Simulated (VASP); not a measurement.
# Ti (I4/mmm) in VASP: further runs

One crystal, Ti, is run at these levels: LDA; tasks: single point.

Everything below comes from runs of VASP 6.6.1. Logs are shortened: lines on timing, memory, paths and dates and some standing lists are left out, and cuts for length are marked.

## Step 1: The cell of the first run

It takes space group I4/mmm (No. 139, tetragonal). The conventional cell has a = 2.871 Å, b = 2.871 Å, c = 4.517 Å, α = 90.00°, β = 90.00°, γ = 90.00°. Ti (site symmetry 4/mmm) is surrounded by 12 Ti at 2.87 to 3.04 Å.

This isn't the form of Ti at room conditions, which is hcp.

## Step 2: Single point, LDA (strain +0.1125 x Voigt [0, 0, 1, 0, 0, 0], atoms carried along)

INCAR

```
SYSTEM = Ti
PREC = Accurate
ENCUT = 520
EDIFF = 1E-6
ISMEAR = 0
SIGMA = 0.15
LREAL = .FALSE.
LASPH = .TRUE.
NELM = 100
ALGO = Fast
ISIF = 2
LWAVE = .FALSE.
LCHARG = .TRUE.
LELF = .TRUE.
LVHAR = .TRUE.
NBANDS = 12
```

KPOINTS

```
Automatic mesh
0
G
  20 20 20
  0 0 0
```

POSCAR

```
Ti
1.0
    0.0000000000      2.0300000000      2.2583750000
    2.0300000000      0.0000000000      2.2583750000
    2.0300000000      2.0300000000      0.0000000000
Ti
1
Direct
    0.0000000000      0.0000000000      0.0000000000
```

Potentials or basis: VASP PAW LDA potentials, release 64 (Ti_sv).

On the command line:

```
$ cat potpaw_LDA.64/Ti_sv/POTCAR > POTCAR
$ mpirun -np 1 vasp_std > vasp.out
```

OUTCAR:

```text
SYSTEM = Ti
   PREC = Accurate
   ENCUT = 520
   EDIFF = 1E-6
   ISMEAR = 0
   LREAL = .FALSE.
   LASPH = .TRUE.
   NELM = 100
   ISIF = 2

 ion  position               nearest neighbor table
   1  0.000  0.000  0.000-

  LATTYP: Found a body centered tetragonal cell.
 ALAT       =     2.8708535316
 C/A-ratio  =     1.5733125881

  Lattice vectors:

 A1 = (  -2.0300000000,   0.0000000000,   2.2583750000)
 A2 = (   2.0300000000,   0.0000000000,   2.2583750000)
 A3 = (   0.0000000000,   2.0300000000,  -2.2583750000)

Analysis of symmetry for initial positions (statically):
=====================================================================
 Subroutine PRICEL returns:
 Original cell was already a primitive cell.

 Routine SETGRP: Setting up the symmetry group for a
 body centered tetragonal supercell.

 Subroutine GETGRP returns: Found 16 space group operations
 (whereof 16 operations were pure point group operations)
 out of a pool of 16 trial point group operations.

The static configuration has the point symmetry D_4h.

Analysis of symmetry for dynamics (positions and initial velocities):
=====================================================================
 Subroutine PRICEL returns:
 Original cell was already a primitive cell.

 Routine SETGRP: Setting up the symmetry group for a
 body centered tetragonal supercell.

 Subroutine GETGRP returns: Found 16 space group operations
 (whereof 16 operations were pure point group operations)
 out of a pool of 16 trial point group operations.

The dynamic configuration has the point symmetry D_4h.

 Subroutine INISYM returns: Found 16 space group operations
 (whereof 16 operations are pure point group operations),
 and found     1 'primitive' translations

----------------------------------------------------------------------------------------

                                     Primitive cell

  volume of cell :      18.6131

  direct lattice vectors                    reciprocal lattice vectors
     0.000000000  2.030000000  2.258375000    -0.246305419  0.246305419  0.221398129
     2.030000000  0.000000000  2.258375000     0.246305419 -0.246305419  0.221398129
     2.030000000  2.030000000  0.000000000     0.246305419  0.246305419 -0.221398129

  length of vectors
     3.036635908  3.036635908  2.870853532     0.412734600  0.412734600  0.412734600

  position of ions in fractional coordinates (direct lattice)
     0.000000000  0.000000000  0.000000000

  ion indices of the primitive-cell ions
   primitive index   ion index
                 1           1

----------------------------------------------------------------------------------------

 KPOINTS: Automatic mesh

Automatic generation of k-mesh.
 Grid dimensions read from file:
 generate k-points for:   20   20   20

 Generating k-lattice:

  Cartesian coordinates                     Fractional coordinates (reciprocal lattice)
    -0.012315271  0.012315271  0.011069906     0.050000000  0.000000000  0.000000000
     0.012315271 -0.012315271  0.011069906     0.000000000  0.050000000  0.000000000
     0.012315271  0.012315271 -0.011069906     0.000000000  0.000000000  0.050000000

  Length of vectors
     0.020636730  0.020636730  0.020636730

  Shift w.r.t. Gamma in fractional coordinates (k-lattice)
     0.000000000  0.000000000  0.000000000

 Subroutine IBZKPT returns following result:
 ===========================================

 Found    641 irreducible k-points:

 Following reciprocal coordinates:
            Coordinates               Weight
  0.000000  0.000000  0.000000      1.000000
  0.050000  0.000000  0.000000      8.000000
  0.100000 -0.000000  0.000000      8.000000
  0.150000  0.000000  0.000000      8.000000
  0.200000 -0.000000  0.000000      8.000000
  0.250000 -0.000000  0.000000      8.000000
[... 16 lines left out ...]
 -0.400000  0.050000  0.000000      8.000000
 -0.350000  0.050000  0.000000      8.000000
 [... further k-points ...]
   k-points           NKPTS =    641   k-points in BZ     NKDIM =    641   number of bands    NBANDS=     12
   number of dos      NEDOS =    301   number of ions     NIONS =      1
   total plane-waves  NPLWV =  13824
   dimension x,y,z NGX =    24 NGY =   24 NGZ =   24
   dimension x,y,z NGXF=    48 NGYF=   48 NGZF=   48
   ions per type =               1
   NGX,Y,Z   is equivalent  to a cutoff of  13.14, 13.14, 13.90 a.u.
   NGXF,Y,Z  is equivalent  to a cutoff of  26.28, 26.28, 27.80 a.u.
 SYSTEM =  Ti
   PREC   = accura    normal or accurate (medium, high low for compatibility)
   ISTART =      0    job   : 0-new  1-cont  2-samecut
   ICHARG =      2    charge: 1-file 2-atom 10-const
   ISPIN  =      1    spin polarized calculation?
   LNONCOLLINEAR =      F non collinear calculations
   LSORBIT =      F    spin-orbit coupling
   LASPH  =      T    aspherical Exc in radial PAW
   ENCUT  =  520.0 eV  38.22 Ry    6.18 a.u.   5.65  5.65  5.34*2*pi/ulx,y,z
   NELM   =    100;   NELMIN=  2; NELMDL= -5     # of ELM steps
   EDIFF  = 0.1E-05   stopping-criterion for ELM
   LREAL  =      F    real-space projection
   EDIFFG = 0.1E-04   stopping-criterion for IOM
   NSW    =      0    number of steps for IOM
   IBRION =     -1    ionic relax: 0-MD 1-quasi-New 2-CG
   NFREE  =      0    steps in history (QN), initial steepest desc. (CG)
   ISIF   =      2    stress and relaxation
   ISYM   =      2    0-nonsym 1-usesym 2-fastsym
   POTIM  = 0.5000    time-step for ionic-motion
   TEBEG  =    0.0;   TEEND  =   0.0 temperature during run
   PSTRESS=    0.0 pullay stress
   NELECT =      12.0000    total number of electrons
   NUPDOWN=      -1.0000    fix difference up-down
   EMIN   =  10.00;   EMAX   =-10.00  energy-range for DOS
   EFERMI =   0.00;   METHOD = LEGACY
   ISMEAR =     0;   SIGMA  =   0.15  broadening in eV -4-tet -1-fermi 0-gaus
   EFERMI_NEDOS =   21; number of points for ismear=-14 and -15
   IALGO  =     68    algorithm
   IMIX   =      4    mixing-type and parameters
     AMIX     =   0.40;   BMIX     =  1.00
     AMIX_MAG =   1.60;   BMIX_MAG =  1.00
  volume/ion in A,a.u.               =      18.61       125.61
  Fermi-wavevector in a.u.,A,eV,Ry     =   1.414260  2.672564 27.213432  2.000131
  Thomas-Fermi vector in A             =   2.535820
   LORBIT       =      0    0 simple, 1 ext, 2 COOP (PROOUT), +10 PAW based schemes
   GGA     = CA    functional components
   LHFCALC =     F    Hartree Fock is set to
   AEXX    =    0.0000 exact exchange contribution
   IVDW    =     0    specifies the selected vdW correction
   LEPSILON=     F    determine dielectric tensor
   LRPA    =     F    only Hartree local field effects (RPA)
 non-spin polarized calculation
 RMM-DIIS sequential band-by-band and
 Gauss-broadening in eV      SIGMA  =   0.15
  energy-cutoff  :      520.00
  volume of cell :       18.61
 maximum number of plane-waves:       517
   NGX = 11   NGY = 11   NGZ = 11

 number of electron      11.9999999 magnetization

 Free energy of the ion-electron system (eV)
  ---------------------------------------------------
  ext. energy  EPLUGINS =         0.00000000
  ---------------------------------------------------
  free energy    TOTEN  =        -8.36829361 eV

  energy without entropy =       -8.34370062  energy(sigma->0) =       -8.35599712

 E-fermi :   7.2338     XC(G=0): -11.4560

 val. band max:        7.2334809011   @ k =   0.3000   0.0500   0.0000
 cond. band min:       7.2348563226   @ k =   0.4500   0.2500   0.0000
 fundamental gap:      0.0013754215
 Fermi energy:         7.2337744196

 k-point     1 :       0.0000    0.0000    0.0000
  band No.  band energies     occupation
      1     -48.8690      2.00000
      2     -25.1863      2.00000
      3     -25.1594      2.00000
      4     -25.1594      2.00000
      5       1.4226      2.00000
      6       7.5482      0.00303
      7       8.3843      0.00000
      8       8.3843      0.00000
      9       8.9895      0.00000
     10       9.9450      0.00000
     11      22.4073      0.00000
     12      24.9414      0.00000

 k-point     2 :       0.0500    0.0000    0.0000
  band No.  band energies     occupation
      1     -48.8666      2.00000
      2     -25.1923      2.00000
      3     -25.1704      2.00000
      4     -25.1602      2.00000
      5       1.4994      2.00000
      6       7.5619      0.00198
      7       8.3497      0.00000
      8       8.4110      0.00000
      9       8.9842      0.00000
     10       9.9192      0.00000
     11      22.4510      0.00000
     12      24.8138      0.00000

 k-point     3 :       0.1000   -0.0000    0.0000
  band No.  band energies     occupation
      1     -48.8596      2.00000
      2     -25.2240      2.00000
      3     -25.1875      2.00000
      4     -25.1625      2.00000
      5       1.7255      2.00000
      6       7.5860      0.00090
      7       8.2555      0.00000
      8       8.4851      0.00000
      9       8.9872      0.00000
     10       9.8497      0.00000
     11      22.4962      0.00000
     12      24.1747      0.00000

 k-point     4 :       0.1500    0.0000    0.0000
  band No.  band energies     occupation
      1     -48.8487      2.00000
      2     -25.2859      2.00000
      3     -25.2013      2.00000
      4     -25.1661      2.00000
      5       2.0890      2.00000
      6       7.5734      0.00137
      7       8.1329      0.00000
      8       8.5870      0.00000
      9       9.0445      0.00000
     10       9.7628      0.00000
     11      22.1000      0.00000
     12      23.4121      0.00000

 k-point     5 :       0.2000   -0.0000    0.0000
  band No.  band energies     occupation
      1     -48.8348      2.00000
      2     -25.3653      2.00000
      3     -25.2166      2.00000
      4     -25.1706      2.00000
      5       2.5680      2.00000
      6       7.4862      0.01731
      7       8.0174      0.00000
      8       8.6760      0.00000
      9       9.1985      0.00000
     10       9.7059      0.00000
     11      20.9375      0.00000
     12      23.1096      0.00000
[... 228 lines left out ...]
      1     -48.7692      2.00000
      2     -25.7223      2.00000
      3     -25.2928      2.00000
      4     -25.1940      2.00000
      5       4.8884      2.00000
      6       7.4757      0.02255
      7       7.8316      0.00000
      8       8.4152      0.00000
      9      10.3758      0.00000
     10      10.7454      0.00000
     11      14.8285      0.00000
     12      20.9640      0.00000

 k-point    22 :      -0.4500    0.0500    0.0000
  band No.  band energies     occupation
      1     -48.7693      2.00000
      2     -25.7234      2.00000
      3     -25.2927      2.00000
      4     -25.1915      2.00000
      5       4.8850      2.00000
      6       7.5260      0.00587
      7       7.7577      0.00000
      8       8.4091      0.00000
      9      10.3186      0.00000
     10      10.7987      0.00000
     11      14.8758      0.00000
     12      20.9469      0.00000

 k-point    23 :      -0.4000    0.0500    0.0000
  band No.  band energies     occupation
      1     -48.7741      2.00000
      2     -25.6987      2.00000
      3     -25.2874      2.00000
      4     -25.1875      2.00000
      5       4.7585      2.00000
      6       7.5106      0.00905
      7       7.6016      0.00052
      8       8.4471      0.00000
      9      10.1835      0.00000
     10      10.6828      0.00000
     11      15.4713      0.00000
     12      21.1027      0.00000

 k-point    24 :      -0.3500    0.0500    0.0000
  band No.  band energies     occupation
      1     -48.7833      2.00000
      2     -25.6502      2.00000
      3     -25.2773      2.00000
      4     -25.1826      2.00000
      5       4.4657      2.00000
      6       7.2790      0.66995
      7       7.6925      0.00002
      8       8.5240      0.00000
      9       9.9926      0.00000
     10      10.4310      0.00000
     11      16.4567      0.00000
     12      21.4090      0.00000

 [... further k-points ...]
[... 5 lines left out ...]
  --------------------------------------------------------------------------------------
  -------------------------------------------------------------------------------------
  Total       -1.5460163     -1.5460163     -1.8808673      0.0000000     -0.0000000      0.0000000
  in kB     -133.0780817   -133.0780817   -161.9014059      0.0000000     -0.0000000      0.0000000
  external PRESSURE =    -142.6858564 kB  Pullay stress =       0.0000000 kB

 VOLUME and BASIS-vectors are now :
 -----------------------------------------------------------------------------
  energy-cutoff  :      520.00
  volume of cell :       18.61
      direct lattice vectors                 reciprocal lattice vectors
     0.000000000  2.030000000  2.258375000    -0.246305419  0.246305419  0.221398129
     2.030000000  0.000000000  2.258375000     0.246305419 -0.246305419  0.221398129
     2.030000000  2.030000000  0.000000000     0.246305419  0.246305419 -0.221398129

 POSITION                                       TOTAL-FORCE (eV/Angst)
 -----------------------------------------------------------------------------------
      0.00000      0.00000      0.00000         0.000000      0.000000      0.000000
 -----------------------------------------------------------------------------------
    total drift:                               -0.000000     -0.000000     -0.000000

  FREE ENERGIE OF THE ION-ELECTRON SYSTEM (eV)
  ---------------------------------------------------
  free  energy   TOTEN  =        -8.3682936149 eV

  energy  without entropy=       -8.3437006247  energy(sigma->0) =       -8.35599712
```

Run time: 2.7 min. Hardware: 1 thread of AMD EPYC 9R45 (Zen 5), shared host; peak memory 0.21 GiB.

Results:

- Free energy: -8.3683 eV
- Pressure: -14.3 GPa
- Band gap on the k mesh: none (metal or under the smearing width)

Stress tensor (GPa, compression positive):
```
-13.31   0.00   0.00
  0.00 -13.31   0.00
  0.00   0.00 -16.19
```

Levels at points of the mesh, in eV from the Fermi level:
```csv
k point,band 4,band 5,band 6,band 7,band 8,band 9
"(0.00, 0.00, 0.00)",-32.39,-5.81,0.31,1.15,1.15,1.76
"(0.50, 0.00, 0.00)",-32.43,-2.39,0.33,0.65,1.14,3.13
"(0.50, 0.50, 0.00)",-32.53,-2.39,-1.41,1.54,3.32,3.51
"(0.50, 0.00, 0.50)",-32.57,-2.29,-1.51,3.17,3.21,3.31
```

## Step 3: Single point, LDA (strain +0.1312 x Voigt [0, 0, 1, 0, 0, 0], atoms carried along)

INCAR

```
PREC = Accurate
ENCUT = 520
EDIFF = 1E-6
ISMEAR = 0
SIGMA = 0.15
LREAL = False
LASPH = True
NELM = 100
ALGO = Fast
ISIF = 2
LWAVE = False
LCHARG = True
GGA = CA
LELF = True
LVHAR = True
NBANDS = 12
```

KPOINTS

```
Automatic mesh
0
Gamma
  20 20 20
```

POSCAR

```
Ti
1.0
    0.0000000000      2.0300000000      2.2963360000
    2.0300000000      0.0000000000      2.2963360000
    2.0300000000      2.0300000000      0.0000000000
Ti
1
Direct
    0.0000000000      0.0000000000      0.0000000000
```

Potentials or basis: VASP PAW LDA potentials, release 64 (Ti_sv).

On the command line:

```
$ cat potpaw_LDA.64/Ti_sv/POTCAR > POTCAR
$ mpirun -np 1 vasp_std > vasp.out
```

It took 2.4 min on 1 thread of AMD EPYC 9R45 (Zen 5), shared host; peak memory 0.21 GiB.

It converged, with:

| Quantity | Value |
| --- | --- |
| Free energy | -8.3355 eV |
| Pressure | -15.9 GPa |
| Band gap on the k mesh | none (metal or under the smearing width) |

Stress tensor (GPa, compression positive):
```
-14.81   0.00   0.00
  0.00 -14.81   0.00
  0.00   0.00 -18.11
```

Levels at points of the mesh, in eV from the Fermi level:
| k point | band 2 | band 3 | band 4 | band 5 | band 6 | band 7 | band 8 | band 9 | band 10 | band 11 |
| --- | --- | --- | --- | --- | --- | --- | --- | --- | --- | --- |
| (0.00, 0.00, 0.00) | -32.46 | -32.43 | -32.43 | -5.76 | 0.24 | 1.20 | 1.20 | 1.64 | 2.73 | 15.15 |
| (0.50, 0.00, 0.00) | -32.98 | -32.56 | -32.45 | -2.34 | 0.28 | 0.64 | 1.19 | 3.06 | 3.36 | 7.42 |
| (0.50, 0.50, 0.00) | -32.91 | -32.55 | -32.55 | -2.35 | -1.36 | 1.35 | 3.28 | 3.43 | 3.43 | 8.24 |
| (0.50, 0.00, 0.50) | -32.94 | -32.73 | -32.59 | -2.23 | -1.44 | 3.08 | 3.09 | 3.35 | 3.84 | 10.24 |

Caveat: so large a pressure means that the cell lies far from this level's equilibrium, or that cutoff or potentials fall short.

## Step 4: Single point, LDA (strain -0.0750 x Voigt [0, 0, 1, 0, 0, 0], atoms carried along)

INCAR

```
SYSTEM = Ti
ALGO = Fast ; EDIFF = 1E-6
ENCUT = 520 ; GGA = CA
ISIF = 2 ; ISMEAR = 0
LASPH = .True. ; LCHARG = .True.
LELF = .True. ; LREAL = .False.
LVHAR = .True. ; LWAVE = .False.
NBANDS = 12 ; NELM = 100
PREC = Accurate ; SIGMA = 0.15
```

KPOINTS

```
k-points
0
Gamma
  20 20 20
  0 0 0
```

POSCAR

```
Ti
1.0
    0.0000000000      2.0300000000      1.8777500000
    2.0300000000      0.0000000000      1.8777500000
    2.0300000000      2.0300000000      0.0000000000
Ti
1
Direct
    0.0000000000      0.0000000000      0.0000000000
```

On the command line:

```
$ cat potpaw_LDA.64/Ti_sv/POTCAR > POTCAR
$ mpirun -np 1 vasp_std > vasp.out
```

Wall time 2.2 min (1 thread of AMD EPYC 9R45 (Zen 5), shared host); peak memory 0.19 GiB.

It converged, with:

- Free energy: -8.4951 eV
- Pressure: 4.2 GPa
- Band gap on the k mesh: none (metal or under the smearing width)

Stress tensor (GPa, compression positive):
```
3.42 0.00 0.00
0.00 3.42 0.00
0.00 0.00 5.73
```

Levels at points of the mesh, in eV from the Fermi level:
| k point | band 4 | band 5 | band 6 | band 7 | band 8 | band 9 |
| --- | --- | --- | --- | --- | --- | --- |
| (0.00, 0.00, 0.00) | -31.88 | -6.24 | 0.73 | 0.73 | 1.39 | 2.38 |
| (0.50, 0.00, 0.00) | -31.96 | -2.85 | 0.37 | 1.11 | 1.19 | 3.91 |
| (0.50, 0.50, 0.00) | -32.32 | -2.98 | -2.20 | 4.06 | 4.45 | 4.45 |
| (0.50, 0.00, 0.50) | -32.13 | -3.00 | -1.94 | 3.02 | 4.02 | 4.16 |

## Step 5: Single point, LDA (strain +0.0750 x Voigt [0, 0, 1, 0, 0, 0], atoms carried along)

INCAR

```
SYSTEM = Ti
  ALGO = Fast
  EDIFF = 1E-7
  ENCUT = 520
  GGA = CA
  ISIF = 2
  ISMEAR = 0
  LASPH = .TRUE.
  LCHARG = .FALSE.
  LREAL = .FALSE.
  LWAVE = .FALSE.
  NBANDS = 12
  NELM = 100
  PREC = Accurate
  SIGMA = 0.15
```

KPOINTS

```
k-points
0
G
  20 20 20
  0 0 0
```

POSCAR

```
Ti
1.0
    0.0000000000      2.0300000000      2.1822500000
    2.0300000000      0.0000000000      2.1822500000
    2.0300000000      2.0300000000      0.0000000000
Ti
1
Direct
    0.0000000000      0.0000000000      0.0000000000
```

On the command line:

```
$ cat potpaw_LDA.64/Ti_sv/POTCAR > POTCAR
$ mpirun -np 1 vasp_std > vasp.out
```

Run time: 2.9 min. Hardware: 1 thread of AMD EPYC 9R45 (Zen 5), shared host; peak memory 0.21 GiB.

Results (log left out):

| Item | Value |
| --- | --- |
| Free energy | -8.4251 eV |
| Pressure | -11.6 GPa |
| Band gap on the k mesh | none (metal or under the smearing width) |

Stress tensor (GPa, compression positive):
```
-10.92   0.00   0.00
  0.00 -10.92   0.00
  0.00   0.00 -12.98
```

Levels at points of the mesh, in eV from the Fermi level:
```tsv
k point	band 3	band 4	band 5	band 6	band 7	band 8	band 9	band 10
(0.00, 0.00, 0.00)	-32.32	-32.32	-5.92	0.47	1.05	1.05	2.00	2.67
(0.50, 0.00, 0.00)	-32.44	-32.37	-2.49	0.43	0.69	1.02	3.30	3.52
(0.50, 0.50, 0.00)	-32.49	-32.49	-2.49	-1.54	1.98	3.42	3.66	3.66
(0.50, 0.00, 0.50)	-32.62	-32.53	-2.43	-1.63	3.22	3.33	3.46	3.91
```

## Step 6: Summary

| cell | further INCAR settings | gap on the mesh (eV) | pressure (GPa) |
| --- | --- | --- | --- |
| strain +0.1125 x Voigt [0, 0, 1, 0, 0, 0], atoms carried along | ALGO = Fast; EDIFF = 1e-06; NBANDS = 12 | none | -14.3 |
| strain +0.1312 x Voigt [0, 0, 1, 0, 0, 0], atoms carried along | ALGO = Fast; EDIFF = 1e-06; NBANDS = 12 | none | -15.9 |
| strain -0.0750 x Voigt [0, 0, 1, 0, 0, 0], atoms carried along | ALGO = Fast; EDIFF = 1e-06; NBANDS = 12 | none | 4.2 |
| strain +0.0750 x Voigt [0, 0, 1, 0, 0, 0], atoms carried along | ALGO = Fast; EDIFF = 1e-07; NBANDS = 12 | none | -11.6 |

Alike in all rows: task single point; level LDA; potentials or basis VASP PAW LDA potentials, release 64 (Ti_sv); no spin polarisation; k mesh 20 × 20 × 20; cutoff (eV) 520; smearing gaussian 0.15 eV.

Caveats: so large a pressure means that the cell lies far from this level's equilibrium, or that cutoff or potentials fall short (some runs).

Absolute energies hang on the potentials; compare differences alone.
